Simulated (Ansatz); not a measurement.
# Si on Co(0001): change of the work function, part 4 of 4

Aim: the work function of Co(0001) at several coverages of Si (fcc site), and the dipole that each adsorbate carries.

Ansatz 0.2.0; plane-wave DFT, PBE, Ansatz PAW.

So far, work function, upper face (eV): step 2 (the clean slab) 4.93; step 3 (37 atoms, coverage 0.111 ML, cell 3x3) 4.85; step 4 (17 atoms, coverage 0.25 ML, cell 2x2) 4.83.

### Step 5. The covered slab, k-mesh 6×6×1, coverage 0.5 ML

System of this step: Si/Co(0001). The cell holds 18 atoms: 16 Co and 2 Si. Cell: a = 5.020 Å, b = 5.020 Å, c = 25.991 Å, α = 90.0°, β = 90.0°, γ = 60.0°. Vacuum lies along c.

Another coverage, to see how the dipoles act on each other as their distance changes.

input.yaml

```yaml
crystal:
  lattice:
    - [5.02, 0.0, 0.0]
    - [2.51, 4.347447527, 0.0]
    - [0.0, 0.0, 25.9908585256]
  atoms:
    - { symbol: Co, position: [0.3333333333, 0.3333333333, 0.346275595], spin: 1.82 }
    - { symbol: Co, position: [0.0, 0.0, 0.4245958243], spin: 1.76 }
    - { symbol: Co, position: [0.3333333333, 0.3333333333, 0.5032929981], spin: 1.74 }
    - { symbol: Co, position: [0.0, 0.0, 0.5781433142], spin: 1.79 }
    - { symbol: Co, position: [0.3333333333, 0.8333333333, 0.346275595], spin: 1.82 }
    - { symbol: Co, position: [0.0, 0.5, 0.4245958243], spin: 1.76 }
    - { symbol: Co, position: [0.3333333333, 0.8333333333, 0.5032929981], spin: 1.74 }
    - { symbol: Co, position: [0.0, 0.5, 0.5781433142], spin: 1.79 }
    - { symbol: Co, position: [0.8333333333, 0.3333333333, 0.346275595], spin: 1.82 }
    - { symbol: Co, position: [0.5, 0.0, 0.4245958243], spin: 1.76 }
    - { symbol: Co, position: [0.8333333333, 0.3333333333, 0.5032929981], spin: 1.74 }
    - { symbol: Co, position: [0.5, 0.0, 0.5781433142], spin: 1.79 }
    - { symbol: Co, position: [0.8333333333, 0.8333333333, 0.346275595], spin: 1.82 }
    - { symbol: Co, position: [0.5, 0.5, 0.4245958243], spin: 1.76 }
    - { symbol: Co, position: [0.8333333333, 0.8333333333, 0.5032929981], spin: 1.74 }
    - { symbol: Co, position: [0.5, 0.5, 0.5781433142], spin: 1.79 }
    - { symbol: Si, position: [0.1666666667, 0.1666666667, 0.653724405] }
    - { symbol: Si, position: [0.6666666667, 0.1666666667, 0.653724405] }
magnetization:
  spin_polarized: true
kpoints:
  mp_grid: { grid: [6, 6, 1] }
hamiltonian:
  xc: pbe
scf:
  occupations: { method: fermi_dirac, width: 0.1 }
  convergence: { dr2_threshold: 1.0e-08 }
efield:
  axis: 3
  dipole_correction: true
  ramp_position: 0.97
  ramp_width: 0.06
relax:
  f_tol: 0.02
  max_steps: 60
  constraints: [{ sites: [0, 1, 4, 5, 8, 9, 12, 13] }]
output:
  dos: { projected: true, e_range: [-8, 4] }
  write_potential: true
  write_density: true
  volumetric_format: npy
  elf: true
```

Command:

```sh
$ ansatz run input.yaml --threads 4 --pin off --max-ram 16384MiB --backend cpu --events-out ev --progress --plain --runs-dir out
```

Numbers of over 12 decimals in the logs are rounded to 6 here.

What it wrote:

```text
[...]
Crystal: 18 atoms, lattice volume = 567.229 Å³
Basis set: ecut = 420 eV, 11157 PW (Γ), exchange–correlation on 72×72×360 points (8 copies of the dense FFT grid, shifted against one another)
Bands: 186, of which v1, the nominal top of the filled ones, is band 140 counted from 1 (139 counted from 0)
[...]
- { symbol: Co, position: [0.833333, 0.833333, 0.346275595] }
    - { symbol: Co, position: [0.5, 0.5, 0.424596] }
    - { symbol: Co, position: [0.832169, 0.835662, 0.501497] }
    - { symbol: Co, position: [0.496591, 0.506818, 0.580233] }
    - { symbol: Si, position: [0.170743, 0.158515, 0.648563] }
    - { symbol: Si, position: [0.670743, 0.158515, 0.648563] }
[key lines of the parts left out:]
SCF converged after 11 iterations
Magnetization: 25.1962 μB (152.5981 up, 127.4019 down)
Free energy (F): -83285.311887 eV
Fermi energy:    3.166169 eV
Dipole field:    D = 0.006009 V/Å  (p = 0.018837 e·Å, saw-weighted, corrected)
Work function:   Φ+ = 4.8170 eV   Φ− = 4.9732 eV
```

Run time: 14 min. Hardware: 4 threads of Arm Neoverse V1, shared host; peak memory 3.9 GiB.

The steps of the relaxation:

| step | energy less that of the first step (eV) | largest force component (eV/Å) |
| --- | --- | --- |
| 1 | 0.0000 | 0.8403 |
| 2 | -0.0990 | 0.5471 |
| 3 | -0.1759 | 0.0992 |
| 4 | -0.1774 | 0.0231 |
| 5 | -0.1776 | 0.0056 |

The run keeps the 4 symmetry operations that it works with, so distortions that break them were not tested.

The atoms that moved most (Å):

| atom | dx | dy | dz | length |
| --- | --- | --- | --- | --- |
| Si18 | 0.000 | -0.035 | -0.134 | 0.139 |
| Si17 | 0.000 | -0.035 | -0.134 | 0.139 |
| Co8 | 0.000 | 0.030 | 0.054 | 0.062 |
| Co16 | 0.000 | 0.030 | 0.054 | 0.062 |
| Co15 | 0.000 | 0.010 | -0.047 | 0.048 |
| Co7 | 0.000 | 0.010 | -0.047 | 0.048 |
| Co4 | 0.000 | -0.041 | -0.002 | 0.041 |
| Co12 | 0.000 | -0.041 | -0.002 | 0.041 |

The relaxed structure:

```
Co Si
1.0
     5.02000    0.00000    0.00000
     2.51000    4.34745    0.00000
     0.00000    0.00000   25.99086
Co Si
16 2
Direct
  0.33333 0.33333 0.34628
  0.00000 0.00000 0.42460
  0.33198 0.33604 0.50355
  0.00473 0.99055 0.57805
  0.33333 0.83333 0.34628
  0.00000 0.50000 0.42460
  0.33217 0.83566 0.50150
  0.99659 0.50682 0.58023
  0.83333 0.33333 0.34628
  0.50000 0.00000 0.42460
  0.83198 0.33604 0.50355
  0.50473 0.99055 0.57805
  0.83333 0.83333 0.34628
  0.50000 0.50000 0.42460
  0.83217 0.83566 0.50150
  0.49659 0.50682 0.58023
  0.17074 0.15851 0.64856
  0.67074 0.15851 0.64856
```

The density of states has structure finer than the step of the table below, so its rows give means over 0.5 eV, whole bins alone (the curve runs from -8 to 1.98 eV). Peaks (eV: height): total -2.53: 42.4, -2.32: 53.7, -2.23: 52.9, -2.11: 49.4, -1.71: 50.6, -1.29: 51.6, -0.87: 63.8; up -2.53: 31.3, -2.38: 36.2, -2.23: 38.0, -1.71: 40.4, -1.02: 34.8, -0.87: 34.8, -0.81: 37.8; down -2.11: 27.1, -0.90: 31.2, -0.78: 26.6, -0.72: 28.8, 0.75: 25.5, 0.90: 30.2, 1.11: 33.2.

Density of states against energy, zero at the Fermi level; means over each step; values in states/eV a cell:

| energy (eV) | total | up | down |
| --- | --- | --- | --- |
| -7.5 | 1.60 | 0.826 | 0.773 |
| -7.0 | 1.95 | 1.04 | 0.914 |
| -6.5 | 2.78 | 1.40 | 1.38 |
| -6.0 | 3.22 | 1.65 | 1.57 |
| -5.5 | 3.30 | 1.91 | 1.39 |
| -5.0 | 8.29 | 6.12 | 2.17 |
| -4.5 | 15.6 | 12.2 | 3.39 |
| -4.0 | 17.5 | 12.1 | 5.43 |
| -3.5 | 22.2 | 14.9 | 7.35 |
| -3.0 | 28.5 | 17.4 | 11.1 |
| -2.5 | 38.8 | 27.3 | 11.5 |
| -2.0 | 31.6 | 19.6 | 12.0 |
| -1.5 | 38.1 | 21.9 | 16.2 |
| -1.0 | 49.1 | 26.1 | 23.0 |
| -0.5 | 26.7 | 8.94 | 17.8 |
| 0.0 | 18.1 | 3.73 | 14.4 |
| 0.5 | 18.2 | 3.00 | 15.2 |
| 1.0 | 27.6 | 3.17 | 24.4 |
| 1.5 | 9.77 | 3.38 | 6.40 |

The relaxation took 5 steps and lowered the energy by 0.18 eV; the largest force on the free atoms ends at 0.0056 eV/Å.

The covered face has 4.82 eV, -0.11 eV against the clean one; the bare back face has moved by -0.02 eV, a measure of how thin the slab is.

### Step 6. The covered slab, k-mesh 12×12×1, coverage 1 ML

System of this step: Si/Co(0001). The cell holds 5 atoms: 4 Co and 1 Si. Its edges and angles: a = 2.510 Å, b = 2.510 Å, c = 25.991 Å, α = 90.0°, β = 90.0°, γ = 60.0°. Vacuum lies along c.

Another coverage, to see how the dipoles act on each other as their distance changes.

input.yaml, the sections that differ from step 5:

```yaml
crystal:
  lattice:
    - [2.51, 0.0, 0.0]
    - [1.255, 2.1737237635, 0.0]
    - [0.0, 0.0, 25.9908585256]
  atoms:
    - { symbol: Co, position: [0.6666666667, 0.6666666667, 0.346275595], spin: 1.82 }
    - { symbol: Co, position: [0.0, 0.0, 0.4245958243], spin: 1.76 }
    - { symbol: Co, position: [0.6666666667, 0.6666666667, 0.5032929981], spin: 1.74 }
    - { symbol: Co, position: [0.0, 0.0, 0.5781433142], spin: 1.79 }
    - { symbol: Si, position: [0.3333333333, 0.3333333333, 0.653724405] }
kpoints:
  mp_grid: { grid: [12, 12, 1] }
relax:
  f_tol: 0.02
  max_steps: 60
  constraints: [{ sites: [0, 1] }]
output:
  write_potential: true
  write_density: true
  volumetric_format: npy
# magnetization, hamiltonian, scf, efield: as in step 5
```

What it wrote:

```text
[...]
Crystal: 5 atoms, lattice volume = 141.807 Å³
Basis set: ecut = 420 eV, 2781 PW (Γ), exchange–correlation on 36×36×360 points (8 copies of the dense FFT grid, shifted against one another)
Bands: 48, of which v1, the nominal top of the filled ones, is band 36 counted from 1 (35 counted from 0)
[...]
F+E_penalty+E_count = -21139.39713320 eV   max|allowed force component| = 1.840e-2 eV/Å
  atoms:
    - { symbol: Co, position: [0.666667, 0.666667, 0.346275595] }
    - { symbol: Co, position: [-1.850371707762447e-17, -1.8503717077624468e-17, 0.424596] }
    - { symbol: Co, position: [0.666667, 0.666667, 0.502212] }
[...]
- { symbol: Si, position: [0.333333, 0.333333, 0.654275] }
[key lines of the parts left out:]
SCF converged after 10 iterations
Magnetization: 6.2319 μB (39.1160 up, 32.8840 down)
Free energy (F): -21139.397133 eV
Fermi energy:    3.969852 eV
Dipole field:    D = 0.015241 V/Å  (p = 0.011944 e·Å, saw-weighted, corrected)
Work function:   Φ+ = 4.6017 eV   Φ− = 4.9978 eV
```

Elapsed: 47 s, on 4 threads; peak memory 0.6 GiB; 3 min of CPU time.

Step by step:

| step | energy less that of the first step (eV) | largest force component (eV/Å) |
| --- | --- | --- |
| 1 | 0.0000 | 0.4069 |
| 2 | -0.0050 | 0.2496 |
| 3 | -0.0081 | 0.0387 |
| 4 | -0.0082 | 0.0184 |

The run keeps the 6 symmetry operations that it works with, so distortions that break them were not tested.

The atoms that moved most (Å):

| atom | dx | dy | dz | length |
| --- | --- | --- | --- | --- |
| Co3 | 0.000 | 0.000 | -0.028 | 0.028 |
| Co4 | 0.000 | 0.000 | 0.017 | 0.017 |
| Si5 | 0.000 | 0.000 | 0.014 | 0.014 |

Final coordinates:

```xyz
5
Lattice="2.5100 0.0000 0.0000 1.2550 2.1737 0.0000 0.0000 0.0000 25.9909" Properties=species:S:1:pos:R:3
Co    2.5100    1.4491    9.0000
Co    0.0000    0.0000   11.0356
Co    2.5100    1.4491   13.0529
Co    0.0000    0.0000   15.0430
Si    1.2550    0.7246   17.0052
```

The relaxation took 4 steps and lowered the energy by 0.0082 eV; the largest force on the free atoms ends at 0.018 eV/Å.

The covered face has 4.60 eV, -0.32 eV against the clean one; the bare back face has moved by +0.01 eV, a measure of how thin the slab is.

### Step 7. Work function against coverage

This step: plane-wave DFT, PBE, Ansatz PAW; work function against coverage (Ansatz 0.2.0).

The runs are now put side by side.

Numbers from this step:

```yaml
work_function_of_the_clean_face: 4.925 eV
largest_change_of_the_work_function: -0.3236 eV
```

Work function of the covered face against coverage:

| coverage (adsorbates/nm²) | work function of the covered face (eV) |
| --- | --- |
| 0.00 | 4.93 |
| 2.04 | 4.85 |
| 4.58 | 4.83 |
| 9.16 | 4.82 |
| 18.33 | 4.60 |

The dipole per adsorbate comes from the change of the cell's dipole. Coverage, by row:

| coverage (1/nm²) | coverage (ML) | work function (eV) | change (eV) | dipole per adsorbate, positive end outwards (debye) | mean height of the added atoms over the highest substrate atom (Å) |
| --- | --- | --- | --- | --- | --- |
| 2.036 | 0.1111 | 4.848 | -0.07767 | 0.105 | 1.702 |
| 4.582 | 0.25 | 4.833 | -0.09226 | 0.057 | 1.665 |
| 9.164 | 0.5 | 4.817 | -0.1083 | 0.027 | 1.776 |
| 18.33 | 1 | 4.602 | -0.3236 | 0.048 | 1.962 |

### Step 8. Summary of results

| Quantity | Value |
| --- | --- |
| work function of the clean face | 4.93 eV |
| work function at 0.11 ML | 4.85 eV |
| work function at 0.25 ML | 4.83 eV |
| work function at 0.5 ML | 4.82 eV |
| work function at 1 ML | 4.60 eV |
| dipole per adsorbate at 0.11 ML, positive end outwards | 0.10 D |

At the lowest coverage Si changes the work function of Co(0001) by under 0.15 eV, within the error of so thin a slab; the largest change, -0.32 eV, comes at higher coverage. The slab has 4 layers, at the tabulated experimental lattice constant, one starting site was run, and quantum-size effects of a slab this thin can reach one or two tenths of an eV. The magnetic order is the one reached from the typed start; other orders were not compared.

[Logs are printed without paths, hosts, clocks, repeated set-up lines and the standing remarks that a program may print on its own settings, such as how far it seeks lower states.]

[Hosts, paths, dates, database ids (printed as entryN), source tags and the programs' standing remarks are cut or masked in the printed files.]

[Maps of the electrostatic potential energy from Ansatz leave out the sawtooth potential of an applied field or a dipole correction, so their vacuum need not be flat; planar profiles and work functions include it.]

[The density of states shown here was stored with 400 of the rows of the run's finer table, so its peaks can read low, often by over a quarter, or be missed, and its means over a window can be off by a tenth or more.]
